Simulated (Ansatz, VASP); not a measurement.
GaAs in VASP and in Ansatz

The input INCAR:

```
SYSTEM = GaAs
PREC = Accurate ; ENCUT = 520
EDIFF = 1E-7 ; ISMEAR = 0
SIGMA = 0.05 ; LREAL = .False.
LASPH = .True. ; NELM = 100
ALGO = Normal ; ISIF = 2
LWAVE = .False. ; LCHARG = .False.
GGA = PE ; NBANDS = 16
```

Contents of KPOINTS:

```
regular mesh
0
Gamma
  12 12 12
  0 0 0
```

File POSCAR:

```
GaAs
1.0
    0.0000000000      2.8524047240      2.8524047240
    2.8524047240      0.0000000000      2.8524047240
    2.8524047240      2.8524047240      0.0000000000
Ga As
1 1
Direct
    0.0000000000      0.0000000000      0.0000000000
    0.7500000000      0.7500000000      0.7500000000
```

Input for Ansatz:

```yaml
crystal:
  lattice:
    - [0.0, 2.852404724, 2.852404724]
    - [2.852404724, 0.0, 2.852404724]
    - [2.852404724, 2.852404724, 0.0]
  atoms:
    - { symbol: Ga, position: [0.0, 0.0, 0.0] }
    - { symbol: As, position: [0.75, 0.75, 0.75] }
basis:
  ecutwfc: 420
kpoints:
  mp_grid: { grid: [12, 12, 12] }
hamiltonian:
  xc: pbe
scf:
  occupations: { method: gaussian, width: 0.05 }
output:
  forces: true
  stress: true
  eigenvalues: true
```

Alike in both runs: task single point; functional PBE; k mesh 12 × 12 × 12; occupations gaussian, width 0.05 eV; no spin polarisation.

|  | VASP | Ansatz |
| --- | --- | --- |
| version | VASP 6.6.1 | Ansatz 0.2.0 |
| potentials or method | VASP PAW PBE potentials, release 64 (Ga_d, As) | scalar-relativistic, plane waves, PAW |
| plane-wave cutoff (eV) | 520 | 420 |
| valence electrons in the cell | 18 | 28 |

Ansatz gave:

* gap on the k mesh at the Fermi level (eV): 0.32
* least direct gap on the mesh (eV): 0.32
* pressure (GPa): 1.4

Estimate VASP's values.

gap on the k mesh at the Fermi level (eV): 0.32; least direct gap on the mesh (eV): 0.32; pressure (GPa): 1.5.

The two sets of potentials don't hold the same shells in valence.
